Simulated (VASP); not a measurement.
# ZnSe (F-43m) under biaxial strain in the (110) plane, part 2 of 2

Strain engineering needs slopes: what does biaxial strain in the (110) plane do to the lattice and the band edges of ZnSe?

VASP 6.6.1, plane waves and PAW; the level of theory is named at each step.

So far: The starting structure; Relax the crystal, LDA; Strain along the normal, LDA; Band edges, TB-mBJ with spin-orbit coupling; Band edges, r2SCAN with spin-orbit coupling.

**5. Band edges, r2SCAN with spin-orbit coupling (continued)**

Level of this step: r2SCAN, spin-orbit coupling; plane waves and PAW (Zn, Se); cell typed or built by script (VASP).

Parts of OUTCAR (step 5):

```text
  Total        0.7889653      0.7889653      0.7425939      0.1024788      0.0000000      0.0000000
  in kB       29.0067188     29.0067188     27.3018497      3.7676875      0.0000000      0.0000000
  external PRESSURE =      28.4384291 kB  Pullay stress =       0.0000000 kB

 POSITION                                       TOTAL-FORCE (eV/Angst)
 -----------------------------------------------------------------------------------
      2.77676      2.77676      5.59795         0.000000      0.000000     -0.002738
      1.38838      1.38838      1.40515        -0.000000     -0.000000      0.002738
 -----------------------------------------------------------------------------------
    total drift:                                0.000000      0.000000     -0.000552

  FREE ENERGIE OF THE ION-ELECTRON SYSTEM (eV)
  ---------------------------------------------------
  free  energy   TOTEN  =      -291.3839348499 eV

  energy  without entropy=     -291.3839348499  energy(sigma->0) =     -291.38393485

[... 2 parts as in an earlier step ...]

[... 1 further part left out ...]
[key lines of the parts left out:]
E-fermi :   2.1863
```

Numbers from this step:

| Quantity | Value |
| --- | --- |
| energy(sigma→0) of the program | -291.3839 eV |
| stress, compression positive | 3.28 along [110], 2.63 across it (mean), GPa |

The run ends at a pressure of 2.84 GPa, with forces up to 0.0027 eV/Å.

**6. All members**

Runs beyond LDA use the data sets made with LDA; this shifts their levels slightly, and their total energies have another zero (at TB-mBJ, which has no energy functional, they mean nothing).

The other members went through these steps as far as the tables show, with the same cutoff and, step by step, the same mesh; 45 runs are not shown. The session took 4.3 core hours (wall time by ranks) on a shared machine.

```csv
in-plane strain (%),strain along the normal (%),"mean of the two in-plane stresses, tension positive (GPa)",energy above the unstrained row (meV/atom),"gap on the mesh, LDA (eV)"
-2.000,1.677,-2.666,7.466,1.258
-1.500,1.239,-1.996,4.255,1.268
-1.000,0.823,-1.313,1.941,1.272
-0.500,0.403,-0.654,0.521,1.275
0,0.000,-0.004,0.000,1.274
0.500,-0.378,0.648,0.359,1.213
1.000,-0.761,1.287,1.596,1.151
1.500,-1.115,1.925,3.701,1.087
2.000,-1.460,2.550,6.667,1.022
```

Slopes at zero strain, from cubics through all rows: strain ratio -0.789, stress over strain 130 GPa.

Band edges at TB-mBJ with spin-orbit coupling, counted from the valence-band top at Γ, spin-orbit pairs averaged, with one row partly withheld:

```csv
in-plane strain (%),gap (eV),conduction band at Γ (eV),Δ or X valley along z (eV),Δ or X valley along x (eV),"lowest conduction level at L, [111] (eV)","lowest conduction level at L, [-111] (eV)",second valence level below the top (eV),third valence level below the top (eV)
-2.000,2.839,2.839,3.390,3.593,3.813,3.517,0.120,0.459
-1.500,2.848,2.848,3.493,3.626,3.789,3.573,0.093,0.427
-1.000,?,?,3.580,3.656,3.765,3.623,0.065,0.400
-0.500,2.852,2.852,3.655,3.685,3.741,3.672,0.034,0.376
0,2.847,2.847,3.712,3.712,3.717,3.717,0.000,0.357
0.500,2.805,2.805,3.719,3.706,3.659,3.722,0.035,0.376
1.000,2.759,2.759,3.708,3.696,3.600,3.723,0.073,0.401
1.500,2.706,2.706,3.684,3.684,3.540,3.717,0.112,0.429
2.000,2.650,2.650,3.651,3.669,3.479,3.708,0.153,0.461
```

Conduction masses, in electron masses:

```csv
in-plane strain (%),"conduction mass at Γ, along the strain axis or the normal of the plane","conduction mass at Γ, across the strain axis or in the plane"
-2.000,0.175,0.209
-1.500,0.178,0.202
-1.000,0.182,0.198
-0.500,0.185,0.193
0,0.189,0.189
0.500,0.194,0.185
1.000,0.197,0.182
1.500,0.200,0.179
2.000,0.203,0.174
```

Band edges at r2SCAN with spin-orbit coupling, counted from the valence-band top at Γ, spin-orbit pairs averaged:

```csv
in-plane strain (%),gap (eV),conduction band at Γ (eV),Δ or X valley along z (eV),Δ or X valley along x (eV),"lowest conduction level at L, [111] (eV)","lowest conduction level at L, [-111] (eV)",second valence level below the top (eV),third valence level below the top (eV)
-2.000,1.967,1.967,2.766,3.002,3.160,2.816,0.126,0.487
-1.500,1.971,1.971,2.874,3.028,3.125,2.874,0.098,0.454
-1.000,1.970,1.970,2.967,3.054,3.091,2.927,0.068,0.426
-0.500,1.966,1.966,3.045,3.079,3.058,2.979,0.036,0.401
0,1.959,1.959,3.104,3.104,3.026,3.026,0.000,0.381
0.500,1.911,1.911,3.106,3.092,2.959,3.032,0.037,0.401
1.000,1.858,1.858,3.089,3.077,2.889,3.032,0.077,0.427
1.500,1.801,1.801,3.060,3.061,2.821,3.027,0.117,0.457
2.000,1.741,1.741,3.021,3.044,2.753,3.017,0.160,0.489
```

Conduction masses, in electron masses:

```csv
in-plane strain (%),"conduction mass at Γ, along the strain axis or the normal of the plane","conduction mass at Γ, across the strain axis or in the plane"
-2.000,0.124,0.145
-1.500,0.125,0.141
-1.000,0.127,0.137
-0.500,0.128,0.133
0,0.130,0.130
0.500,0.131,0.127
1.000,0.132,0.123
1.500,0.133,0.121
2.000,0.134,0.118
```

**7. A fit to the known rows**

The quantity to fit is the conduction level at Γ above the mean of the three top valence levels at TB-mBJ with spin-orbit coupling: 3.032, 3.022, 2.988, 2.966, 2.942, 2.917, 2.887, 2.854 eV in the rows shown.

Fitting a parabola to the 8 known rows (e: strain in %) gives E = − 0.005761 e² − 0.04468 e + 2.967 in eV; the residuals are 5.8e-4 eV r.m.s.

At e = -1 this predicts 3.0057 eV.

**8. The withheld row**

The calculation gives 3.0062 eV, so the prediction is 0.0005 eV too low, within twice the residual of the fit.

**9. Outcome**

| Property | Result |
| --- | --- |
| ratio of normal to in-plane strain | -0.789 |
| biaxial modulus | 130 GPa |
| gap of the unstrained cell, TB-mBJ with spin-orbit coupling | 2.85 eV |
| gap of the unstrained cell, r2SCAN with spin-orbit coupling | 1.96 eV |
| slope at zero strain of the conduction level at Γ above the mean of the three top valence levels, TB-mBJ with spin-orbit coupling | -45 meV per % |
| error of the predicted row | -0.5 meV |

As a check, the curvature of the energy gives 131 GPa for the same modulus (energy per volume = M × strain²), 1 % from the slope of the stress. At TB-mBJ with spin-orbit coupling the lowest conduction valley is Γ throughout, and the gap runs between 2.65 and 2.85 eV. At r2SCAN with spin-orbit coupling the lowest conduction valley is Γ throughout, and the gap runs between 1.74 and 1.97 eV. Hole masses are left out throughout, since the top bands are degenerate or cross in many series; of conduction masses, those of the Γ, L and (for Si and Ge under (001) strain) Δ valleys are kept where they change by under an eighth between rows. TB-mBJ is a potential fitted for gaps; it has no energy functional, so its total energies and forces mean nothing, and its bands tend to come out too narrow. r2SCAN opens gaps somewhat over GGA but leaves them below measured values as a rule. Δ or X levels are the lowest on their line, refined by a parabola unless they lie at X; the gap is read from all points sampled and can differ from the lowest valley by some meV, or by tens of meV where strain moves the valence top off Γ. Temperature, zero-point motion and excitons are left out.

[Lines on the potential files, build, host, timing and source positions are cut from VASP's logs without a mark.]

[Logs are printed without paths, hosts, clocks, repeated set-up lines and the standing remarks that a program may print on its own settings, such as how far it seeks lower states.]

[Hosts, paths, dates, database ids (printed as entryN), source tags and the programs' standing remarks are cut or masked in the printed files.]

[In band tables of VASP the shares of atoms and orbitals are scaled to a sum of 1 inside the atoms' spheres.]
